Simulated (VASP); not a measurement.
# GaN (10-10) against 3 partners

Wanted: valence and conduction offsets of AlN, ZnO and SiC on GaN (10-10), and what a better gap does to them.

Method: LDA; plane waves and PAW (Ga_d, N), in the first sound run; inputs show where later runs differ, in VASP 6.6.1.

Most raw output is cut from this account.

## Step 1: Set-up

Symmetry: P6_3mc, No. 186, hexagonal system. Conventional cell: a = 3.189 Å, b = 3.189 Å, c = 5.185 Å, α = 90.00°, β = 90.00°, γ = 120.00°. Ga has 4 N at 1.95 Å nearest. Nearest to N lie 4 Ga at 1.95 Å. Farther neighbours and most contacts between anions are not listed.

As a file:

```
Ga N
1.0
     3.18900    0.00000    0.00000
     0.00000    5.18500    0.00000
     0.00000    0.00000    5.52351
Ga N
4 4
Direct
  0.00000 0.00000 0.00000
  0.50000 0.00000 0.50000
  0.00000 0.50000 0.33333
  0.50000 0.50000 0.83333
  0.00000 0.37700 0.00000
  0.50000 0.37700 0.50000
  0.00000 0.87700 0.33333
  0.50000 0.87700 0.83333
```

## Step 2: Relax the substrate crystal, LDA

The substrate sets the in-plane lattice.

This step took 2 runs in a row; the last is shown.

Level: LDA; plane waves and PAW (Ga_d, N).

File INCAR:

```
SYSTEM = GaN
PREC = Accurate
ENCUT = 520
EDIFF = 1E-07
NELM = 120
ISMEAR = 0
SIGMA = 0.02
LREAL = .FALSE.
ALGO = Normal
GGA = CA
NBANDS = 44
LASPH = .TRUE.
LORBIT = 11
LWAVE = .FALSE.
LCHARG = .FALSE.
KPAR = 24
IBRION = 2
NSW = 40
ISIF = 3
EDIFFG = -0.005
POTIM = 0.4
```

File POSCAR:

```
GaN
1.0
    3.1577047479      0.0000000000      0.0000000000
    0.0000000000      5.1479121830      0.0000000000
    0.0000000000      0.0000000000      5.4690899073
Ga N
4 4
Direct
    0.0000000000      0.0003058335      0.9999993591
    0.5000000000      0.0003058335      0.4999993591
    0.0000000000      0.5003058335      0.3333339739
    0.5000000000      0.5003058335      0.8333339739
    0.0000000000      0.3766941665      0.9999962075
    0.5000000000      0.3766941665      0.4999962075
    0.0000000000      0.8766941665      0.3333371255
    0.5000000000      0.8766941665      0.8333371255
```

File KPOINTS:

```
Automatic mesh
0
Gamma
8 5 5
0 0 0
```

PAW data sets: Ga_d and N (LDA family, release 64).

Command:

```bash
mpirun -np 24 vasp_std
```

Run time: 14 s. Hardware: 24 MPI ranks of Intel Xeon 6975P-C (Granite Rapids), shared host; peak memory 6.7 GiB; 4.3 min of CPU time.

This run gave:

- energy(sigma→0) of the program: -55.8212 eV
- stress, compression positive: xx, yy, zz 0.02, 0.01, 0.01 GPa
- volume: 88.903 Å³
- ionic steps: 1

## Step 3: Bulk band edges, LDA

A bulk run places the substrate's levels against the mean potential at its cores.

Level: LDA; plane waves and PAW (Ga_d, N).

File INCAR:

```
SYSTEM = GaN
PREC = Accurate
ENCUT = 520
EDIFF = 1E-06
NELM = 100
ISMEAR = 0
SIGMA = 0.02
LREAL = .FALSE.
ALGO = Normal
GGA = CA
NBANDS = 42
LASPH = .TRUE.
LWAVE = .FALSE.
LCHARG = .FALSE.
KPAR = 24
```

POSCAR is that of step 2.

KPOINTS is that of step 2.

File KPOINTS_OPT:

```
Line mode
6
Line-mode
Reciprocal
  0.05000000   0.00000000   0.00000000
  0.49500000   0.00000000   0.00000000

  0.49500000   0.00000000   0.49500000
  0.49500000   0.49500000   0.49500000
```

Command:

```bash
mpirun -np 24 vasp_std
```

The job ended after 15 s (24 MPI ranks; peak memory 8.3 GiB).

Numbers from this step:

- energy(sigma→0) of the program: -55.8212 eV
- stress, compression positive: xx, yy, zz -0.02, -0.03, -0.02 GPa

The run ends at a pressure of -0.02 GPa, with forces up to 9.3e-4 eV/Å.

## Step 4: Bulk band edges, HSE06

At this level only the shift of the substrate's edges against the mean potential of the cell is used.

Level: HSE06; plane waves and PAW (Ga_d, N).

File INCAR:

```
SYSTEM = GaN
PREC = Accurate
ENCUT = 520
EDIFF = 1E-06
NELM = 100
ISMEAR = 0
SIGMA = 0.02
LREAL = .FALSE.
ALGO = Normal
LHFCALC = .TRUE.
AEXX = 0.25
GGA = PE
HFSCREEN = 0.2
LASPH = .TRUE.
NBANDS = 42
PRECFOCK = Fast
LWAVE = .FALSE.
LCHARG = .FALSE.
KPAR = 4
```

POSCAR is that of step 3.

File KPOINTS:

```
Automatic mesh
0
Gamma
4 3 3
0 0 0
```

KPOINTS_OPT is that of step 3.

Command:

```bash
mpirun -np 24 vasp_std
```

Run time: 5.7 min. Hardware: 24 MPI ranks; peak memory 7.3 GiB.

Read from the output:

- energy(sigma→0) of the program: -59.0996 eV

## Step 5: Relax the partner on the substrate's cell, LDA

One member in full, AlN: held to the substrate's in-plane cell, its height is moved until the normal stress is near zero, five times at most.

This step took 4 runs, each at a new trial strain with the atoms of the one before; the last is shown.

Level: LDA; plane waves and PAW (Al, N); cell typed or built by script.

System, named by how it was started: AlN. It takes space group Cmc2_1 (No. 36, orthorhombic). The conventional cell has a = 3.158 Å, b = 5.264 Å, c = 5.148 Å, α = 90.00°, β = 90.00°, γ = 90.00°. Nearest to Al lie 4 N at 1.89 to 1.94 Å. N has 4 Al at 1.89 to 1.94 Å nearest. Farther neighbours and most contacts between anions are not listed.

File INCAR:

```
SYSTEM = AlN
PREC = Accurate
ENCUT = 520
EDIFF = 1E-07
NELM = 120
ISMEAR = 0
SIGMA = 0.02
LREAL = .FALSE.
ALGO = Normal
GGA = CA
NBANDS = 24
LASPH = .TRUE.
LORBIT = 11
LWAVE = .FALSE.
LCHARG = .FALSE.
KPAR = 8
IBRION = 1
NSW = 25
ISIF = 2
EDIFFG = -0.004
POTIM = 0.3
```

File POSCAR:

```
AlN
1.0
    3.1577047480      0.0000000000      0.0000000000
    0.0000000000      5.1479121830      0.0000000000
    0.0000000000      0.0000000000      5.2635655430
Al N
4 4
Direct
    0.0000000000      0.0030284484      0.9989631288
    0.5000000000      0.0030284484      0.4989631288
    0.0000000000      0.5030284484      0.3343702042
    0.5000000000      0.5030284484      0.8343702042
    0.0000000000      0.3789715516      0.9962845268
    0.5000000000      0.3789715516      0.4962845268
    0.0000000000      0.8789715516      0.3370488062
    0.5000000000      0.8789715516      0.8370488062
```

File KPOINTS:

```
Automatic mesh
0
Gamma
8 5 5
0 0 0
```

PAW data sets: Al and N (LDA family, release 64).

Command:

```bash
mpirun -np 8 vasp_std
```

Wall time 10 s (8 MPI ranks); peak memory 1.6 GiB; 63 s of CPU time.

Read from the output:

| Quantity | Value |
| --- | --- |
| energy(sigma→0) of the program | -65.4741 eV |
| stress, compression positive | xx, yy, zz -9.30, -15.16, 0.00 GPa |
| ionic steps | 1 |

## Step 6: Bulk band edges, LDA

A bulk run places the partner's levels against the mean potential at its cores.

Level: LDA; plane waves and PAW (Al, N); cell typed or built by script.

File INCAR:

```
SYSTEM = AlN
PREC = Accurate
ENCUT = 520
EDIFF = 1E-06
NELM = 100
ISMEAR = 0
SIGMA = 0.02
LREAL = .FALSE.
ALGO = Normal
GGA = CA
NBANDS = 22
LASPH = .TRUE.
LWAVE = .FALSE.
LCHARG = .FALSE.
KPAR = 8
```

POSCAR is that of step 5.

KPOINTS is that of step 5.

KPOINTS_OPT is that of step 4.

Command:

```bash
mpirun -np 8 vasp_std
```

It took 12 s on 8 MPI ranks; peak memory 2 GiB; 73 s of CPU time.

Numbers from this step:

| Quantity | Value |
| --- | --- |
| energy(sigma→0) of the program | -65.4741 eV |
| stress, compression positive | xx, yy, zz -9.33, -15.20, -0.04 GPa |

The run ends at a pressure of -8.19 GPa, with forces up to 0.0017 eV/Å.

## Step 7: Bulk band edges, HSE06

At this level only the shift of the partner's edges against the mean potential of the cell is used.

Level: HSE06; plane waves and PAW (Al, N); cell typed or built by script.

File INCAR:

```
SYSTEM = AlN
PREC = Accurate
ENCUT = 520
EDIFF = 1E-06
NELM = 100
ISMEAR = 0
SIGMA = 0.02
LREAL = .FALSE.
ALGO = Normal
LHFCALC = .TRUE.
AEXX = 0.25
GGA = PE
HFSCREEN = 0.2
LASPH = .TRUE.
NBANDS = 22
PRECFOCK = Fast
LWAVE = .FALSE.
LCHARG = .FALSE.
KPAR = 4
```

POSCAR is that of step 6.

File KPOINTS:

```
Automatic mesh
0
Gamma
4 3 3
0 0 0
```

KPOINTS_OPT is that of step 6.

Command:

```bash
mpirun -np 8 vasp_std
```

Wall time 2.3 min (8 MPI ranks); peak memory 2.3 GiB.

Read from the output:

```
energy(sigma→0) of the program : -69.8639 eV
```

## Step 8: Relax the interface, LDA

Superlattice of 16 atoms of GaN and 16 of AlN on the GaN lattice. Atoms relax, and the height is moved while the normal stress exceeds 0.4 GPa, three times at most, by secant steps.

This step took 2 runs in a row; the last is shown.

Level: LDA; plane waves and PAW (Ga_d, N, Al).

System, named by how it was started: GaN/AlN (10-10). The cell holds 32 atoms: 8 Ga, 16 N and 8 Al. Cell: a = 3.158 Å, b = 5.148 Å, c = 21.463 Å, α = 90.0°, β = 90.0°, γ = 90.0°. It derives from GaN and AlN. Superlattice of 16 atoms of GaN and 16 of AlN on the GaN lattice. The structure's axis is c.

File INCAR:

```
SYSTEM = AlGaN2
PREC = Normal
ENCUT = 520
EDIFF = 1E-05
NELM = 120
ISMEAR = 0
SIGMA = 0.05
LREAL = Auto
ALGO = Fast
GGA = CA
NBANDS = 128
LASPH = .TRUE.
LORBIT = 11
LWAVE = .FALSE.
LCHARG = .FALSE.
KPAR = 4
NCORE = 2
IBRION = 2
NSW = 60
ISIF = 2
EDIFFG = -0.03
POTIM = 0.4
MAXMIX = 40
ISYM = 2
```

File POSCAR:

```
AlGaN2
1.0
    3.1577047480      0.0000000000      0.0000000000
    0.0000000000      5.1479121830      0.0000000000
    0.0000000000      0.0000000000     21.4634669005
Ga N Al
8 16 8
Direct
    0.0000000000      0.0022231373      0.9995473361
    0.0000000000      0.5013371483      0.0838711836
    0.5000000000      0.0007475910      0.1269914964
    0.5000000000      0.5002053928      0.2113561397
    0.0000000000      0.0002053928      0.2542508223
    0.0000000000      0.5007475910      0.3386154656
    0.5000000000      0.0013371483      0.3817357784
    0.5000000000      0.5022231373      0.4660596259
    0.0000000000      0.3833541381      0.9982178232
    0.0000000000      0.8787739383      0.0844274360
    0.5000000000      0.3776864705      0.1265602537
    0.5000000000      0.8767953775      0.2117539305
    0.0000000000      0.3767953775      0.2538530325
    0.0000000000      0.8776864705      0.3390467093
    0.5000000000      0.3787739383      0.3811795260
    0.5000000000      0.8833541381      0.4673891398
    0.0000000000      0.3720381042      0.5082086403
    0.0000000000      0.8770760103      0.5901025624
    0.5000000000      0.3783244131      0.6298678424
    0.5000000000      0.8791638473      0.7129256951
    0.0000000000      0.3791638473      0.7526822309
    0.0000000000      0.8783244131      0.8357400826
    0.5000000000      0.3770760103      0.8755053636
    0.5000000000      0.8720381042      0.9573992857
    0.0000000000      0.0013262044      0.5073076684
    0.0000000000      0.5019587413      0.5901207022
    0.5000000000      0.0021919100      0.6300315637
    0.5000000000      0.5027975755      0.7126593397
    0.0000000000      0.0027975755      0.7529485853
    0.0000000000      0.5021919100      0.8355763623
    0.5000000000      0.0019587413      0.8754872238
    0.5000000000      0.5013262044      0.9583002576
```

File KPOINTS:

```
Automatic mesh
0
Gamma
7 5 1
0 0 0
```

PAW data sets: Ga_d, N and Al (LDA family, release 64).

Command:

```bash
mpirun -np 8 vasp_std
```

Wall time 95 s (8 MPI ranks); peak memory 2.3 GiB; 9.8 min of CPU time.

This run gave:

```
energy(sigma→0) of the program : -242.5852 eV
stress, compression positive   : xx, yy, zz -4.53, -7.38, -0.09 GPa
ionic steps                    : 2
```

## Step 9: Potential of the interface, LDA

The core potentials in the middle of each layer tie the two bulk scales together.

Level: LDA; plane waves and PAW (Ga_d, N, Al).

File INCAR:

```
SYSTEM = AlGaN2
PREC = Accurate
ENCUT = 520
EDIFF = 1E-06
NELM = 120
ISMEAR = 0
SIGMA = 0.05
LREAL = Auto
ALGO = Normal
GGA = CA
NBANDS = 128
LASPH = .TRUE.
LORBIT = 11
LWAVE = .FALSE.
LCHARG = .TRUE.
KPAR = 4
NCORE = 2
LVHAR = .TRUE.
NEDOS = 1500
```

File POSCAR:

```
AlGaN2
1.0
    3.1577047480      0.0000000000      0.0000000000
    0.0000000000      5.1479121830      0.0000000000
    0.0000000000      0.0000000000     21.4634669005
Ga N Al
8 16 8
Direct
    0.0000000000      0.0023806996      0.9995247951
    0.0000000000      0.5016170195      0.0839387700
    0.5000000000      0.0010209381      0.1269842358
    0.5000000000      0.5004239259      0.2114251079
    0.0000000000      0.0004239259      0.2541818541
    0.0000000000      0.5010209381      0.3386227262
    0.5000000000      0.0016170195      0.3816681920
    0.5000000000      0.5023806996      0.4660821669
    0.0000000000      0.3833075994      0.9981477596
    0.0000000000      0.8787065426      0.0844780283
    0.5000000000      0.3776271990      0.1264453042
    0.5000000000      0.8767493187      0.2117893186
    0.0000000000      0.3767493187      0.2538176444
    0.0000000000      0.8776271990      0.3391616588
    0.5000000000      0.3787065426      0.3811289337
    0.5000000000      0.8833075994      0.4674592034
    0.0000000000      0.3718325203      0.5081646619
    0.0000000000      0.8768779730      0.5901474825
    0.5000000000      0.3780470903      0.6298321941
    0.5000000000      0.8789414957      0.7130182207
    0.0000000000      0.3789414957      0.7525897053
    0.0000000000      0.8780470903      0.8357757309
    0.5000000000      0.3768779730      0.8754604435
    0.5000000000      0.8718325203      0.9574432641
    0.0000000000      0.0013944302      0.5072700302
    0.0000000000      0.5019657895      0.5901853735
    0.5000000000      0.0022244941      0.6299999474
    0.5000000000      0.5028829640      0.7127209591
    0.0000000000      0.0028829640      0.7528869659
    0.0000000000      0.5022244941      0.8356079786
    0.5000000000      0.0019657895      0.8754225525
    0.5000000000      0.5013944302      0.9583378958
```

KPOINTS is that of step 8.

Command:

```bash
mpirun -np 8 vasp_std
```

Run time: 3.1 min. Hardware: 8 MPI ranks; peak memory 2.8 GiB.

This run gave:

```
energy(sigma→0) of the program : -242.6167 eV
stress, compression positive   : xx, yy, zz -4.56, -7.36, -0.12 GPa
```

By hand, at LDA: the valence top lies 68.425 eV above the mean core potential (averaged over elements) in bulk GaN and 70.893 eV in strained AlN. In the interface cell the mean core potential in the middle of AlN less that in the middle of GaN is -3.066 eV. The valence offset is 70.893 − 68.425 + (-3.066) = -0.60 eV.

## Step 10: All members

Hybrid runs start from orbitals of a short LDA run, not shown.

Runs beyond LDA use the data sets made with LDA; this shifts their levels slightly, and their total energies have another zero.

The other members went through these steps as far as the tables show, with one cutoff; 26 runs are not shown. The session took 11 core hours (wall time by ranks) on a shared machine.

Line-up of core potentials from the interface at LDA; other levels change the bulk edges alone, each counted from the mean potential of its bulk cell. Gaps of the substrate: LDA 2.11 eV, HSE06 3.41 eV.

| partner | atoms | mean in-plane stress of the strained partner, tension positive (GPa) | gap of the whole cell (eV) | largest spread of the line-up between elements of one side (eV) |
| --- | --- | --- | --- | --- |
| AlN | 32 | 12.2 | 2.59 | 0.00 |
| ZnO | 32 | -1.4 | 0.27 | 0.03 |
| SiC | 32 | 15.0 | 1.71 | 0.05 |

At LDA:

| partner | valence-band top of the partner above the substrate's, LDA (eV) | conduction-band bottom of the partner above the substrate's, LDA (eV) | gap of the strained partner, LDA (eV) |
| --- | --- | --- | --- |
| AlN | -0.60 | 1.23 | 3.93 |
| ZnO | -0.36 | -1.69 | 0.78 |
| SiC | 0.93 | 0.77 | 1.95 |

At HSE06:

| partner | valence-band top of the partner above the substrate's, HSE06 (eV) | conduction-band bottom of the partner above the substrate's, HSE06 (eV) | gap of the strained partner, HSE06 (eV) |
| --- | --- | --- | --- |
| AlN | -0.76 | 1.10 | 5.27 |
| ZnO | -0.74 | -1.57 | 2.59 |
| SiC | 1.04 | 0.60 | 2.97 |

## Step 11: Outcome

| Property | Result |
| --- | --- |
| AlN, HSE06 | valence -0.76 eV, conduction +1.10 eV |
| ZnO, HSE06 | valence -0.74 eV, conduction -1.57 eV |
| SiC, HSE06 | valence +1.04 eV, conduction +0.60 eV |

In words: AlN at HSE06: the substrate's gap lies inside its own (type I). ZnO at HSE06: the edges are staggered (type II). SiC at HSE06: the edges are staggered (type II). Going from LDA to HSE06 moves the valence offsets of AlN, ZnO and SiC by -0.38 to 0.11 eV. Spin-orbit coupling, which raises the valence tops by amounts that differ between the sides, is left out. AlN and SiC are under more than 3 GPa of in-plane stress along one axis or both, more than a thick film would hold. Levels beyond the first ran on coarser meshes, which moves edges by some hundredths of an eV. The bounds that sort cases in this text are picked. The interfaces are ideal and a few layers thick: no intermixing, defects or band bending. All crystals are in the wurtzite form, joined along a non-polar plane.

[Lines on the potential files, build, host, timing and source positions are cut from VASP's logs without a mark.]

[Logs are printed without paths, hosts, clocks, repeated set-up lines and the standing remarks that a program may print on its own settings, such as how far it seeks lower states.]

[Hosts, paths, dates, database ids (printed as entryN), source tags and the programs' standing remarks are cut or masked in the printed files.]

[In band tables of VASP the shares of atoms and orbitals are scaled to a sum of 1 inside the atoms' spheres.]
